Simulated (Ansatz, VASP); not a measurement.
# Two plane-wave programs on Sb

```
Sb
1.0
     3.42165    0.00000    0.00000
    -1.71083    2.96324    0.00000
     0.00000    0.00000    5.73265
Sb
2
Direct
  0.33333 0.66667 0.25000
  0.66667 0.33333 0.75000
```

Alike in both runs: task single point; functional BLYP; k mesh 12 × 12 × 6; occupations fermi-dirac, width 0.1 eV; no spin polarisation.

|  | VASP | Ansatz |
| --- | --- | --- |
| version | VASP 6.6.1 | Ansatz 0.2.0 |
| potentials or method | VASP PAW PBE potentials, release 64 (Sb) | plane waves (420 eV) with PAW, scalar-relativistic |
| plane-wave cutoff (eV) | 520 | 420 |
| valence electrons in the cell | 10 | 30 |

VASP gave:

* pressure (GPa): 2.1
* largest component of the traceless stress (GPa): 0.15

Task: What did Ansatz give for the same quantities?

Result: Pressure (GPa): 1.9; largest component of the traceless stress (GPa): 0.13.

The two sets of potentials don't hold the same shells in valence.

Caveats: the PAW data sets were made with another functional, which shifts forces and pressure a little (VASP). The runs have no spin-orbit coupling, so splittings on Sb are missing.
